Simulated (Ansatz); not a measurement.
# TaN/MgO/RuAl: conductance against the thickness of the layer, part 4 of 6

Wanted: T(E), the conductance and its decay constant for TaN/MgO/RuAl. The lower electrode is TaN rock salt(001), the upper one RuAl B2(001); the barrier is MgO rock salt(001) (non-polar). In the first transport cell, after relaxation, the nearest pair of electrode and barrier is N–Mg at 2.12 Å, along the normal, at the lower face and Ru–O at 2.23 Å, along the normal, at the upper one. All share a net of side 3.065 Å, which strains the lower electrode by -1.9 %, the upper one by +2.2 % and the barrier by +2.0 %, against typed lattice constants near PBE's. The first steps treat the bulk electrodes alone.

Ansatz 0.2.0; PBE DFT, plane waves, PAW files (the session's first sound run).

So far, transmission at the Fermi level (a spin, zone mean): step 5 (transmission over a wide range of energy) 1.2e-5. Also channels of the lower lead: step 5 2.06.

**6. Conductance on a fine mesh, atomic planes in the barrier 2, gap between the electrodes 6.49 Å**

Level of this step: PBE DFT, plane waves, PAW files; ballistic transmission by layer matching between semi-infinite leads (Ansatz).

System of this step: TaN/MgO/RuAl. The cell holds 43 atoms: 12 N, 12 Ta, 2 O, 2 Mg, 8 Ru and 7 Al. Its edges and angles: a = 3.065 Å, b = 3.065 Å, c = 65.574 Å, α = 90.0°, β = 90.0°, γ = 90.0°. Regions: left electrode, 24 atoms (12 N and 12 Ta); barrier, 4 atoms (2 O and 2 Mg); right electrode, 15 atoms (8 Ru and 7 Al). Vacuum lies along c.

The conductance needs T(E) within ten thermal energies of the Fermi level, on steps under 1.5 kT, and a finer mesh (26×26), since the current can rest on few wavevectors.

Input file input.yaml:

```yaml
crystal:
  lattice:
    - [3.065, 0.0, 0.0]
    - [0.0, 3.065, 0.0]
    - [0.0, 0.0, 65.5741525243]
  atoms:
    - { symbol: "N", position: [0.5, 0.5, 0.1067493781] }
    - { symbol: Ta, position: [0.0, 0.0, 0.1067493781] }
    - { symbol: "N", position: [0.0, 0.0, 0.1407034114] }
    - { symbol: Ta, position: [0.5, 0.5, 0.1407034114] }
    - { symbol: "N", position: [0.5, 0.5, 0.1746574446] }
    - { symbol: Ta, position: [0.0, 0.0, 0.1746574446] }
    - { symbol: "N", position: [0.0, 0.0, 0.2086114779] }
    - { symbol: Ta, position: [0.5, 0.5, 0.2086114779] }
    - { symbol: "N", position: [0.5, 0.5, 0.2425655112] }
    - { symbol: Ta, position: [0.0, 0.0, 0.2425655112] }
    - { symbol: "N", position: [0.0, 0.0, 0.2765195445] }
    - { symbol: Ta, position: [0.5, 0.5, 0.2765195445] }
    - { symbol: "N", position: [0.5, 0.5, 0.3104735778] }
    - { symbol: Ta, position: [0.0, 0.0, 0.3104735778] }
    - { symbol: "N", position: [0.0, 0.0, 0.3444276111] }
    - { symbol: Ta, position: [0.5, 0.5, 0.3444276111] }
    - { symbol: "N", position: [0.5, 0.5, 0.3783816443] }
    - { symbol: Ta, position: [0.0, 0.0, 0.3783816443] }
    - { symbol: "N", position: [0.0, 0.0, 0.4123356776] }
    - { symbol: Ta, position: [0.5, 0.5, 0.4123356776] }
    - { symbol: "N", position: [0.5, 0.5, 0.4462897109] }
    - { symbol: Ta, position: [0.0, 0.0, 0.4462897109] }
    - { symbol: "N", position: [0.0, 0.0, 0.4826853412] }
    - { symbol: Ta, position: [0.5, 0.5, 0.4788402784] }
    - { symbol: O, position: [0.5, 0.5, 0.5136519218] }
    - { symbol: Mg, position: [0.0, 0.0, 0.5150235392] }
    - { symbol: O, position: [0.0, 0.0, 0.5456862351] }
    - { symbol: Mg, position: [0.5, 0.5, 0.5486978651] }
    - { symbol: Ru, position: [0.0, 0.0, 0.5796686883] }
    - { symbol: Al, position: [0.5, 0.5, 0.6006897685] }
    - { symbol: Ru, position: [0.0, 0.0, 0.6231944496] }
    - { symbol: Al, position: [0.5, 0.5, 0.6456991306] }
    - { symbol: Ru, position: [0.0, 0.0, 0.6682038116] }
    - { symbol: Al, position: [0.5, 0.5, 0.6907084927] }
    - { symbol: Ru, position: [0.0, 0.0, 0.7132131737] }
    - { symbol: Al, position: [0.5, 0.5, 0.7357178547] }
    - { symbol: Ru, position: [0.0, 0.0, 0.7582225357] }
    - { symbol: Al, position: [0.5, 0.5, 0.7807272168] }
    - { symbol: Ru, position: [0.0, 0.0, 0.8032318978] }
    - { symbol: Al, position: [0.5, 0.5, 0.8257365788] }
    - { symbol: Ru, position: [0.0, 0.0, 0.8482412599] }
    - { symbol: Al, position: [0.5, 0.5, 0.8707459409] }
    - { symbol: Ru, position: [0.0, 0.0, 0.8932506219] }
kpoints:
  mp_grid: { grid: [10, 10, 1] }
scf:
  occupations: { method: fermi_dirac, width: 0.1 }
  max_iter: 150
hamiltonian:
  xc: pbe
output:
  transmission:
    kmesh: [26, 26]
    e_range: [-0.26, 0.27]
    de: 0.0375
    leads: [[10, 12], [35, 37]]
```

Run with:

```console
ansatz run input.yaml --threads 4 --pin off --max-ram 12288MiB --backend cpu --events-out ev --progress --plain --runs-dir out
```

Numbers of over 12 decimals in the logs are rounded to 6 here.

What it wrote:

```text
[...]
Crystal: 43 atoms, lattice volume = 616.018 Å³
Basis set: ecut = 420 eV, 12043 PW (Γ)
Bands: 242, of which v1, the nominal top of the filled ones, is band 199 counted from 1 (198 counted from 0)
Symmetry: 8 space group operations
[...]
k-points: 21 of 100
[...]
SCF iter   1: F=—  HF=-179600.026579 eV  |F-HF|=—  |Δ(HF+E_count)|=         —  Δρ=1.17e-2  dr2=1.66e2  ethr=1.77e-3  ⟨swp⟩=8.1  Hψ=23984  notcnv=0  defer=21
[...]
SCF iter  11: F=-179599.705158 eV  HF=-179599.705158 eV  |F-HF|=5.62e-8  |Δ(HF+E_count)|=  9.31e-10  Δρ=7.64e-7  dr2=5.98e-8  ethr=2.52e-11  ⟨swp⟩=13.4  Hψ=16177  notcnv=0
SCF 1 converged in 11 iterations: F = -179599.705158 eV  dr2 = 5.98e-8
[...]
transmission: 630 of 6300 steps passed
transmission: 1260 of 6300 steps passed
[...]
transmission: 6300 of 6300 steps passed
SCF converged after 11 iterations
Free energy (F): -179599.705158 eV
[...]
Internal energy: -179598.902445 eV  (E = F + TS)
E sigma→0 (E₀):  -179599.303802 eV
Entropy (-TS):   -0.802713 eV (-18.668 meV/atom)
Fermi energy:    14.317008 eV
[...]
--- Band table (eV; the first three rows and the last of 21) ---
  k-point 0: bands = [... 195 lower, 13.7615, 14.0831, 14.0831, 14.1360, 14.1360, 14.2950, 14.3169, 14.3313, ... 39 higher]
  k-point 1: bands = [... 195 lower, 13.8000, 13.8991, 14.0037, 14.0125, 14.0465, 14.0719, 14.1788, 14.1876, ... 39 higher]
  k-point 2: bands = [... 195 lower, 13.6051, 13.6073, 13.6284, 13.7592, 13.8493, 13.9030, 13.9132, 13.9507, ... 39 higher]
  k-point 20: bands = [... 195 lower, 15.3537, 15.4376, 15.5632, 15.5664, 15.5932, 15.6239, 15.6550, 15.6783, ... 39 higher]
--- Transmission ---
  basis      : 89 plane waves across, 60 finite elements along
  points     : 105, standing for a mesh of 26 x 26
  filling    : by the input's occupations and mesh, since the crystals that have channels conduct as metals do. If one of these is a semiconductor, that mesh has misplaced its level
[...]
filled         : 7.5 meV over the level at which it is neutral
    channels       : 1.853550e0 a spin
    conductance    : 1.5035e15 S/m² at 300 K; may be off by some 0.0 % by where its bands' edges are placed, 6.1 % from the k-mesh, 0.5 % from the distance to neutral
    slowest decay  : 0.0053 /Å at (0.3846, 0.3462)
[...]
filled         : 28.7 meV over the level at which it is neutral
    channels       : 1.526627e0 a spin
[...]
slowest decay  : 0.0495 /Å at (0.2692, 0.1538)
  junction   : crystal 0 to crystal 1, 18.55 to 48.20 Å
    transmission   : 6.074287e-3 a spin
    conductance    : 6.7558e12 S/m² at 300 K (5.9096e12 on every other point, 6.8835e12 on every other energy)
    error estimate : 1.9 % from the energy spacing and 2.0 % from band edges of the leads and from resonances (wavevectors taken as independent; lower de), 16.9 % from the k-mesh, 48.9 % from the steps of its leads' Hamiltonians or their offsets (lay more layers), 7.0 % from the distance to neutral
    resistance     : 1.4729e-1 Ω µm² beyond half of each lead's own
```

It took 8.4 min on 4 threads of Arm Neoverse V1, shared host; peak memory 4.4 GiB; 26 min of CPU time.

This step gave:

```yaml
free_energy: -179599.7052 eV
fermi_energy: 14.32 eV
transmission_at_the_fermi_level_a_spin_zone_mean: 0.006074
channels_of_the_lower_lead: 1.854
channels_of_the_upper_lead: 1.527
potential_step_in_the_lower_lead: 16.1 meV
ballistic_conductance_of_the_lower_lead: 1.50e15 S/m²
potential_step_in_the_upper_lead: 9 meV
ballistic_conductance_of_the_upper_lead: 1.26e15 S/m²
junction_conductance: 6.76e12 S/m²
error_estimates_by_source_in_the_log_s_order: 1.9, 2, 16.9, 48.9, 7 %
resistance_area_product_beyond_the_leads: 0.1473 Ω um²
```

One spin. Transmission, zone mean against energy, zero at the Fermi level:

```csv
energy (eV),"transmission, zone mean"
-0.260,0.00842
-0.223,0.00836
-0.185,0.00790
-0.147,0.00752
-0.110,0.00811
-0.072,0.00722
-0.035,0.00752
0.003,0.00607
0.040,0.00748
0.077,0.00584
0.115,0.00543
0.152,0.00722
0.190,0.00510
0.228,0.00420
0.265,0.00360
```

One spin. The open channels, zone mean by energy, zero at the Fermi level:

```csv
energy (eV),lower lead,upper lead
-0.260,1.76,1.90
-0.223,1.79,1.81
-0.185,1.73,1.80
-0.147,1.69,1.73
-0.110,1.78,1.68
-0.072,1.74,1.63
-0.035,1.75,1.57
0.003,1.85,1.53
0.040,1.91,1.49
0.077,1.85,1.40
0.115,1.83,1.31
0.152,1.84,1.27
0.190,1.91,1.17
0.228,1.92,1.08
0.265,1.95,1.00
```

Transmission over k1 and k2. At 0.0025 eV from the Fermi level.

Ten even steps from '_' (0.00 × 1e-2) to '@' (3.35 × 1e-2):
```
++******..____::....______________....::____..******
****##**..__++::..::..__________..::..::++__..**##**
******++__--::..----______________----..::--__++****
::....__++__........______________........__++__....
______--__........--______________--........__--____
____++::........____....______....____........::++__
--::::........______....______....______........::::
......--....________::..........::________....--....
....::--..--________--..........--________--..--::..
..__..______....::--::..........::--::....______..__
____________..........@@%%##%%@@..........__________
________________......%%++--++%%......______________
________________......##--::--##......______________
________________......%%++--++%%......______________
____________..........@@%%##%%@@..........__________
..__..______....::--::..........::--::....______..__
....::--..--________--..........--________--..--::..
......--....________::..........::________....--....
--::::........______....______....______........::::
____++::........____....______....____........::++__
______--__........--______________--........__--____
::....__++__........______________........__++__....
******++__--::..----______________----..::--__++****
****##**..__++::..::..__________..::..::++__..**##**
++******..____::....______________....::____..******
++++****::____--......__________......--____::****++
```
Columns: k1 (b1) from -0.5 to 0.462; rows upwards: k2 (b2) from -0.5 to 0.462.

G = 6.8e12 S/m² (1/G = 0.148 Ω µm²). The largest error estimate is 49 %, from the leads' potential steps. In the worse lead the potential repeats within 16 meV, which the program lets pass, though it still puts 49 % of error on the junction's conductance through them. By hand, Landauer's formula with T at one energy: G = (e²/h) ΣT / A = 3.874e-5 S × 0.0121 / 9.394 Å² = 5.0e12 S/m², with T summed over both spins. The printed value averages T over the Fermi window and is 1.3 times this.

**7. Conductance on a fine mesh, atomic planes in the barrier 3, gap between the electrodes 8.6 Å**

System of this step: TaN/MgO/RuAl. The cell holds 45 atoms: 12 N, 12 Ta, 3 O, 3 Mg, 8 Ru and 7 Al. Its edges and angles: a = 3.065 Å, b = 3.065 Å, c = 67.688 Å, α = 90.0°, β = 90.0°, γ = 90.0°. Regions: left electrode, 24 atoms (12 N and 12 Ta); barrier, 6 atoms (3 O and 3 Mg); right electrode, 15 atoms (8 Ru and 7 Al). Vacuum lies along c.

Barrier layers are added or taken out in the middle, and the relaxed faces stay.

Input file input.yaml:

```yaml
crystal:
  lattice:
    - [3.065, 0.0, 0.0]
    - [0.0, 3.065, 0.0]
    - [0.0, 0.0, 67.6879976746]
  atoms:
    - { symbol: "N", position: [0.5, 0.5, 0.1034156755] }
    - { symbol: Ta, position: [0.0, 0.0, 0.1034156755] }
    - { symbol: "N", position: [0.0, 0.0, 0.1363093499] }
    - { symbol: Ta, position: [0.5, 0.5, 0.1363093499] }
    - { symbol: "N", position: [0.5, 0.5, 0.1692030243] }
    - { symbol: Ta, position: [0.0, 0.0, 0.1692030243] }
    - { symbol: "N", position: [0.0, 0.0, 0.2020966987] }
    - { symbol: Ta, position: [0.5, 0.5, 0.2020966987] }
    - { symbol: "N", position: [0.5, 0.5, 0.2349903731] }
    - { symbol: Ta, position: [0.0, 0.0, 0.2349903731] }
    - { symbol: "N", position: [0.0, 0.0, 0.2678840475] }
    - { symbol: Ta, position: [0.5, 0.5, 0.2678840475] }
    - { symbol: "N", position: [0.5, 0.5, 0.3007777219] }
    - { symbol: Ta, position: [0.0, 0.0, 0.3007777219] }
    - { symbol: "N", position: [0.0, 0.0, 0.3336713964] }
    - { symbol: Ta, position: [0.5, 0.5, 0.3336713964] }
    - { symbol: "N", position: [0.5, 0.5, 0.3665650708] }
    - { symbol: Ta, position: [0.0, 0.0, 0.3665650708] }
    - { symbol: "N", position: [0.0, 0.0, 0.3994587452] }
    - { symbol: Ta, position: [0.5, 0.5, 0.3994587452] }
    - { symbol: "N", position: [0.5, 0.5, 0.4323524196] }
    - { symbol: Ta, position: [0.0, 0.0, 0.4323524196] }
    - { symbol: "N", position: [0.0, 0.0, 0.4676114418] }
    - { symbol: Ta, position: [0.5, 0.5, 0.4638864574] }
    - { symbol: O, position: [0.5, 0.5, 0.4976109594] }
    - { symbol: Mg, position: [0.0, 0.0, 0.4989397422] }
    - { symbol: O, position: [0.0, 0.0, 0.5291999807] }
    - { symbol: Mg, position: [0.5, 0.5, 0.5301336276] }
    - { symbol: O, position: [0.5, 0.5, 0.5598741116] }
    - { symbol: Mg, position: [0.0, 0.0, 0.5627916906] }
    - { symbol: Ru, position: [0.5, 0.5, 0.5927953183] }
    - { symbol: Al, position: [0.0, 0.0, 0.6131599261] }
    - { symbol: Ru, position: [0.5, 0.5, 0.6349618029] }
    - { symbol: Al, position: [0.0, 0.0, 0.6567636797] }
    - { symbol: Ru, position: [0.5, 0.5, 0.6785655565] }
    - { symbol: Al, position: [0.0, 0.0, 0.7003674333] }
    - { symbol: Ru, position: [0.5, 0.5, 0.7221693101] }
    - { symbol: Al, position: [0.0, 0.0, 0.7439711869] }
    - { symbol: Ru, position: [0.5, 0.5, 0.7657730637] }
    - { symbol: Al, position: [0.0, 0.0, 0.7875749405] }
    - { symbol: Ru, position: [0.5, 0.5, 0.8093768173] }
    - { symbol: Al, position: [0.0, 0.0, 0.8311786941] }
    - { symbol: Ru, position: [0.5, 0.5, 0.8529805709] }
    - { symbol: Al, position: [0.0, 0.0, 0.8747824477] }
    - { symbol: Ru, position: [0.5, 0.5, 0.8965843245] }
kpoints:
  mp_grid: { grid: [10, 10, 1] }
scf:
  occupations: { method: fermi_dirac, width: 0.1 }
  max_iter: 150
hamiltonian:
  xc: pbe
output:
  transmission:
    kmesh: [26, 26]
    e_range: [-0.26, 0.27]
    de: 0.0375
    leads: [[10, 12], [37, 39]]
```

What it wrote:

```text
[...]
Crystal: 45 atoms, lattice volume = 635.876 Å³
Basis set: ecut = 420 eV, 12427 PW (Γ)
Bands: 252, of which v1, the nominal top of the filled ones, is band 207 counted from 1 (206 counted from 0)
Symmetry: 8 space group operations
[...]
k-points: 21 of 100
[...]
SCF iter   1: F=—  HF=-182094.231309 eV  |F-HF|=—  |Δ(HF+E_count)|=         —  Δρ=1.32e-2  dr2=2.86e2  ethr=1.77e-3  ⟨swp⟩=8.1  Hψ=25049  notcnv=0  defer=30
[...]
SCF iter  12: F=-182093.781598 eV  HF=-182093.781598 eV  |F-HF|=4.42e-9  |Δ(HF+E_count)|=   2.07e-9  Δρ=4.14e-7  dr2=7.33e-9  ethr=2.42e-11  ⟨swp⟩=14.3  Hψ=14550  notcnv=0
SCF 1 converged in 12 iterations: F = -182093.781598 eV  dr2 = 7.33e-9
[...]
transmission: 651 of 6510 steps passed
transmission: 1302 of 6510 steps passed
[...]
transmission: 6510 of 6510 steps passed
SCF converged after 12 iterations
Free energy (F): -182093.781598 eV
[...]
Internal energy: -182092.978051 eV  (E = F + TS)
E sigma→0 (E₀):  -182093.379825 eV
Entropy (-TS):   -0.803547 eV (-17.857 meV/atom)
Fermi energy:    14.202423 eV
[...]
--- Band table (eV; the first three rows and the last of 21) ---
  k-point 0: bands = [... 203 lower, 13.6492, 13.9653, 13.9653, 14.0235, 14.0235, 14.1805, 14.2024, 14.2166, ... 41 higher]
  k-point 1: bands = [... 203 lower, 13.6851, 13.7881, 13.8852, 13.8949, 13.9325, 13.9574, 14.0675, 14.0733, ... 41 higher]
  k-point 2: bands = [... 203 lower, 13.4883, 13.4911, 13.5140, 13.6492, 13.7351, 13.7923, 13.7987, 13.8377, ... 41 higher]
  k-point 20: bands = [... 203 lower, 15.2431, 15.3268, 15.4487, 15.4518, 15.4786, 15.5094, 15.5405, 15.5637, ... 41 higher]
--- Transmission ---
  basis      : 89 plane waves across, 62 finite elements along
  points     : 105, standing for a mesh of 26 x 26
[...]
filled         : 7.0 meV over the level at which it is neutral
    channels       : 1.829882e0 a spin
[...]
slowest decay  : 0.0054 /Å at (0.3846, 0.3462)
[...]
filled         : 28.7 meV over the level at which it is neutral
    channels       : 1.526627e0 a spin
[...]
slowest decay  : 0.0494 /Å at (0.2692, 0.1538)
  junction   : crystal 0 to crystal 1, 18.55 to 50.32 Å
    transmission   : 2.340341e-4 a spin
[...]
resistance     : 3.8823e0 Ω µm² beyond half of each lead's own
```

Wall time 9.4 min (4 threads); peak memory 4.6 GiB; 29 min of CPU time.

This step gave:

| Property | Result |
| --- | --- |
| free energy | -182093.7816 eV |
| Fermi energy | 14.20 eV |
| transmission at the Fermi level (a spin, zone mean) | 2.34e-4 |
| channels of the lower lead | 1.830 |
| potential step in the lower lead | 17.1 meV |
| junction conductance | 2.58e11 S/m² |
| error estimates by source, in the log's order | 1.2, 1.9, 16.7, 26.3, 6.1 % |
| resistance-area product beyond the leads | 3.882 Ω um² |

One spin. Transmission, zone mean against energy, zero at the Fermi level:

```csv
energy (eV),"transmission, zone mean"
-0.260,3.2e-4
-0.223,3.0e-4
-0.185,0.00287
-0.147,2.7e-4
-0.110,2.8e-4
-0.072,2.5e-4
-0.035,2.5e-4
0.003,2.3e-4
0.040,2.6e-4
0.077,2.3e-4
0.115,2.0e-4
0.152,2.1e-4
0.190,2.8e-4
0.228,2.1e-4
0.265,1.4e-4
```

One spin. The open channels, zone mean by energy, zero at the Fermi level:

```csv
energy (eV),lower lead,upper lead
-0.260,1.76,1.90
-0.223,1.79,1.81
-0.185,1.73,1.80
-0.147,1.69,1.73
-0.110,1.78,1.68
-0.072,1.74,1.63
-0.035,1.75,1.57
0.003,1.83,1.53
0.040,1.91,1.49
0.077,1.85,1.40
0.115,1.83,1.31
0.152,1.84,1.27
0.190,1.91,1.17
0.228,1.94,1.08
0.265,1.95,1.00
```

Transmission over k1 and k2. At 0.0025 eV from the Fermi level.

Values in units of 1e-3, 12 rows by 16 columns, each cell a mean:
```
1.3 1.3 0.6 0.2 0.4 0.3 0.1 0.0 0.0 0.0 0.2 0.4 0.4 0.2 1.0 1.3
0.6 0.5 0.2 0.2 0.1 0.2 0.0 0.0 0.0 0.0 0.1 0.2 0.1 0.1 0.3 0.6
0.1 0.4 0.2 0.0 0.0 0.1 0.1 0.0 0.0 0.1 0.1 0.0 0.0 0.0 0.3 0.3
0.4 0.3 0.2 0.1 0.0 0.0 0.1 0.1 0.1 0.1 0.1 0.0 0.0 0.1 0.3 0.4
0.1 0.1 0.0 0.1 0.1 0.1 0.2 0.5 0.5 0.4 0.2 0.1 0.1 0.0 0.0 0.1
0.0 0.0 0.0 0.0 0.0 0.1 0.4 1.1 0.7 1.0 0.1 0.1 0.0 0.0 0.0 0.0
0.0 0.0 0.0 0.0 0.1 0.1 0.3 1.1 1.0 0.9 0.1 0.1 0.1 0.0 0.0 0.0
0.3 0.2 0.1 0.1 0.0 0.1 0.2 0.1 0.1 0.1 0.1 0.1 0.1 0.2 0.1 0.2
0.4 0.4 0.2 0.0 0.0 0.0 0.1 0.1 0.0 0.1 0.1 0.0 0.0 0.1 0.3 0.4
0.1 0.2 0.2 0.0 0.0 0.1 0.1 0.0 0.0 0.0 0.1 0.1 0.0 0.1 0.2 0.2
1.1 1.0 0.4 0.3 0.3 0.2 0.0 0.0 0.0 0.0 0.1 0.3 0.4 0.2 0.7 1.1
1.3 1.3 0.7 0.0 0.4 0.4 0.1 0.0 0.0 0.1 0.2 0.4 0.2 0.2 1.0 1.3
```
Columns: k1 (b1) from -0.5 to 0.462; rows upwards: k2 (b2) from -0.5 to 0.462.

G = 2.6e11 S/m² (1/G = 3.88 Ω µm²), 0.038 times the step before of this kind. The largest error estimate is 26 %, from the leads' potential steps. In the worse lead the potential repeats within 17 meV, which the program lets pass, though it still puts 26 % of error on the junction's conductance through them.

(Part 4 of 6 ends here.)

[Logs are printed without paths, hosts, clocks, repeated set-up lines and the standing remarks that a program may print on its own settings, such as how far it seeks lower states.]

[Hosts, paths, dates, database ids (printed as entryN), source tags and the programs' standing remarks are cut or masked in the printed files.]
